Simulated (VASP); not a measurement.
Here is a VASP 6.6.1 calculation.

Contents of run.py:

```python
from ase import Atoms
from ase.calculators.vasp import Vasp
from ase.dft.bandgap import bandgap

atoms = Atoms(
    ['Ge', 'Ge', 'Ge', 'Ge'],
    cell=[[3.9975858431, 0.0, 0.0], [-1.9987929216, 3.462010894, 0.0], [0.0, 0.0, 6.59937795]],
    scaled_positions=[[0.3333333333, 0.6666666667, 0.93709875], [0.6666666667, 0.3333333333, 0.43709875], [0.3333333333, 0.6666666667, 0.56290125], [0.6666666667, 0.3333333333, 0.06290125]],
    pbc=True,
)
calc = Vasp(
    directory='calc',
    xc='pbe',
    pp='PBE',
    setups='gw',
    prec='Accurate',
    encut=550,
    ediff=1e-06,
    ismear=0,
    sigma=0.05,
    lreal=False,
    lasph=True,
    nelm=100,
    algo='Fast',
    isif=2,
    lwave=False,
    lcharg=False,
    kpts=[8, 8, 4],
    gamma=True,
)
atoms.calc = calc

print('energy (eV):', atoms.get_potential_energy())
print('free energy (eV):', atoms.get_potential_energy(force_consistent=True))
print('forces (eV/A):')
print(atoms.get_forces())
print('stress (eV/A^3, Voigt):', atoms.get_stress())
print('Fermi level (eV):', calc.get_fermi_level())
gap, top, bottom = bandgap(calc)
print('band gap (eV):', gap, 'from (spin, k, band)', top, 'to', bottom)
```

Potentials or basis: VASP PAW PBE potentials, release 64 (Ge_d_GW).

Launch:

```console
$ python run.py
```

(1) Estimate the band gap on the k mesh.

(2) Predict the largest force.

(3) What does it give for the pressure?

## Answers

(1) 0.13 eV, direct.

(2) 0.018 eV/Å.

(3) 2.4 GPa.
